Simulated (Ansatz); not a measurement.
Data:

Starting cell, ZrO2 (tetragonal-ZrO2 type, space group P4_2/nmc):

```xyz
6
Lattice="3.6210 0.0000 0.0000 0.0000 3.6210 0.0000 0.0000 0.0000 5.2828" Properties=species:S:1:pos:R:3 pbc="T T T"
Zr     0.0000     0.0000     0.0000
Zr     1.8105     1.8105     2.6414
O      0.0000     1.8105     1.0184
O      0.0000     1.8105     3.6598
O      1.8105     0.0000     1.6230
O      1.8105     0.0000     4.2644
```

In each cell atom 6 (O, nearest neighbour Zr at 2.077 Å; its periodic images, 3.6 Å or more away, move with it) moves by s·(0.577, 0.577, 0.577) (along Cartesian [111]), the rest being held.

These are PBE (plane waves to 420 eV, PAW, scalar-relativistic; Ansatz, an electronic-structure program) values and carry that method's errors. k mesh 7×7×5 (Γ-centred), Fermi-Dirac smearing 0.05 eV. Energies are smeared free energies. Left out: 3 of 11 points, with atoms too close for the PAW data. This is a high-temperature form of ZrO2. ZrO2 is run without spin polarisation. ZrO2 was relaxed with its symmetry unable to fall. The zero of ΔE is the undisplaced structure.

The scan covers s from -0.620 to 0.248 Å in 8 points.

Is the energy the same for displacements of ±0.248 Å, and if not, which side lies higher?

Not even: the positive side lies higher at ±0.248 Å. With its periodic images moving along, the atom's site symmetry in this cell is mm2.

What is the force constant k = d²E/ds² of this move at s = 0?

11.0 eV/Å².

(For displaced atoms, the force is minus the slope of the energy, and its curvature is a force constant, which sets phonon frequencies.)
